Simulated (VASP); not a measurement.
Runs of VASP 6.6.1 on BaTiO3. It takes space group P4mm (No. 99, tetragonal). Conventional cell: a = 4.000 Å, b = 4.000 Å, c = 4.018 Å, α = 90.00°, β = 90.00°, γ = 90.00°. Around Ba (site symmetry 4mm) lie 12 O at 2.79 to 2.88 Å. Around Ti (site symmetry 4mm) lie 6 O at 1.89 to 2.13 Å. O (site symmetry 2mm) has 2 Ti at 2.00 Å as nearest neighbours. Around O (site symmetry 4mm) lie 2 Ti at 1.89 to 2.13 Å. 

```csv
level,gap on the mesh (eV),pressure (GPa),relaxed volume (Å³/atom),largest force (eV/Å)
revPBE+D3,1.91,0.0,13.34,-
RPBE+D4,1.93,0.0,13.36,-
revPBE+D4,1.92,0.0,13.26,0.01
PBEsol+D4,1.89,0.0,12.63,-
PBEsol+rVV10,1.88,0.0,(a),-
RPBE+D3,1.91,0.0,(b),0.01
revPBE+D3(BJ),1.92,0.0,13.08,-
RPBE+D3(BJ),2.01,0.1,11.61,0.01
```

Alike in all rows: task relaxation of cell and atoms; potentials or basis VASP PAW PBE potentials, release 64 (Ba_sv, Ti_sv, O); no spin polarisation; cell relaxed; k mesh 7 × 7 × 7; cutoff (eV) 600; smearing fermi-dirac 0.05 eV.

Q: Fill in the values left out.

A: (a) 12.73; (b) 13.67.

Caveats: the PAW data sets were made with another functional, which shifts forces and pressure a little; spin-orbit coupling is left out, which moves the levels of the heavy elements; an odd mesh through Γ misses points on the zone boundary, where band edges often lie.

A k mesh can miss the band edges, and the runs leave out spin-orbit coupling on Ba.

Runs at the PBE level aren't shown here.
